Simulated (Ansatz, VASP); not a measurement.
# Two plane-wave programs on BN

```
CELL_PARAMETERS angstrom
2.59290 0.00000 0.00000
-1.29645 2.24552 0.00000
0.00000 0.00000 4.22451
ATOMIC_POSITIONS crystal
B 0.66667 0.33333 0.99981
B 0.33333 0.66667 0.49981
N 0.66667 0.33333 0.62519
N 0.33333 0.66667 0.12519
```

Change from the starting cell: strain +0.015 along x and y, +0.000 along z, atoms carried along.

Alike in both runs: task single point; functional PBE; k mesh 12 × 12 × 6; occupations gaussian, width 0.05 eV; no spin polarisation.

|  | VASP | Ansatz |
| --- | --- | --- |
| version | VASP 6.6.1 | Ansatz 0.2.0 |
| potentials or method | VASP PAW PBE potentials, release 64 (B, N) | scalar-relativistic, plane waves, PAW |
| plane-wave cutoff (eV) | 520 | 420 |
| valence electrons in the cell | 16 | 16 |

```tsv
	VASP	Ansatz	Ansatz less VASP
gap on the k mesh at the Fermi level (eV)	5.30	5.32	+0.016
least direct gap on the mesh (eV)	8.00	8.00	+0.007
pressure (GPa)	-10.2	-10.3	-0.15
largest component of the traceless stress (GPa)	8.73	8.69	-0.033
rms of the force components (eV/Å)	0.011	0.010	-0.0005
```

Atom by atom the forces differ by 0.001 eV/Å (rms over components). With one functional, cell and mesh, what is left measures potentials, basis and numerics.

A k mesh can miss the band edges.
